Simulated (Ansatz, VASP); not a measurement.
Zn in VASP and in Ansatz

```
CELL_PARAMETERS angstrom
2.37481 -1.42290 0.02707
2.34103 1.36434 -0.05143
-1.69390 -0.19846 7.57615
ATOMIC_POSITIONS crystal
Zn 0.99251 0.01526 0.00790
Zn 0.24139 0.21833 0.66412
Zn 0.76610 0.76641 0.32798
```

Change from the starting cell: all atoms moved at random, cell strained at random.

Alike in both runs: task single point; functional PBE; k mesh 16 × 16 × 6; occupations gaussian, width 0.1 eV; no spin polarisation.

|  | VASP | Ansatz |
| --- | --- | --- |
| version | VASP 6.6.1 | Ansatz 0.2.0 |
| potentials or method | VASP PAW PBE potentials, release 64 (Zn) | scalar-relativistic, plane waves, PAW |
| plane-wave cutoff (eV) | 520 | 420 |
| valence electrons in the cell | 36 | 36 |

|  | VASP | Ansatz | Ansatz less VASP |
| --- | --- | --- | --- |
| gap on the k mesh at the Fermi level (eV) | none | none | - |
| pressure (GPa) | -4.5 | -4.7 | -0.17 |
| largest component of the traceless stress (GPa) | 1.48 | 1.52 | +0.038 |
| rms of the force components (eV/Å) | 0.069 | 0.068 | -0.0013 |

Atom by atom the forces differ by 0.001 eV/Å (rms over components). A gap of «none» marks a metal or a gap that the smearing closes. The functional is the same, so the differences come from potentials, cutoffs and numerics.
